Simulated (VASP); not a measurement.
Be16H (a cell with a defect), 17 atoms in the cell. The cell holds a defect, 17 atoms: a = 4.580 Å, b = 3.966 Å, c = 7.177 Å, α = 90.00°, β = 90.00°, γ = 90.00°. The cell was built by a generator and needn't be a form met in nature.

```yaml
Program: VASP 6.6.1
Task: single point
Functional: PBE
Potentials_or_basis: VASP PAW PBE potentials, release 64 (Be, H)
Cutoff: 520 eV
k_mesh: 4 × 4 × 3
Occupations: fermi-dirac, width 0.05 eV
Spin: no spin polarisation
Dipole_correction: no
Further_INCAR_settings: LREAL = Auto; ALGO = Normal; EDIFF = 1e-06; NBANDS = 30
```

Potentials or basis: VASP PAW PBE potentials, release 64 (Be, H).

Command:

```bash
$ cat potpaw_PBE.64/Be/POTCAR potpaw_PBE.64/H/POTCAR > POTCAR
$ mpirun -np 1 vasp_std > vasp.out
```

Hardware: 1 thread of Intel(R) Xeon(R) Platinum 8259CL CPU @ 2.50GHz (Skylake/Cascade Lake), on a shared host.

Task: How long does it take, and how much memory?

Result: It took 3.3 min on 1 thread of Intel(R) Xeon(R) Platinum 8259CL CPU @ 2.50GHz (Skylake/Cascade Lake) (shared host), peak memory 0.25 GiB. Counts: scf iterations 13, k points 26.
